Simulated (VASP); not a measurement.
## LiH (distorted zincblende): one r²SCAN single-point calculation in two programs

```yaml
crystal:
  lattice:
    - [-0.00280, 2.05010, 2.02280]
    - [2.11050, -0.04060, 2.06060]
    - [2.17710, 2.15450, -0.10710]
  atoms:
    - { symbol: Li, position: [0.00670, 0.00800, 0.01400] }
    - { symbol: H, position: [0.25140, 0.21950, 0.27800] }
```

Datasets and cutoffs are each program's own. VASP's cell holds 4 valence electrons and Ansatz's 4. Ansatz's stress includes a Pulay correction; VASP's doesn't.

Cutoffs: 520 eV in VASP, 500 eV in Ansatz. k meshes: 8×8×8 and 8×8×8.

```
                                              VASP     Ansatz
gap between bands v and c on the k mesh    4.44 eV    4.38 eV
         least direct gap on the k mesh    5.38 eV    5.35 eV
                               pressure    1.0 GPa    1.4 GPa
                          largest force  0.34 eV/Å  0.32 eV/Å
```

Forces (eV/Å), VASP:

```tsv
atom	Fx	Fy	Fz
Li	-0.271	-0.064	-0.204
H	0.271	0.064	0.204
```

Ansatz:

```tsv
atom	Fx	Fy	Fz
Li	-0.258	-0.068	-0.184
H	0.258	0.068	0.184
```
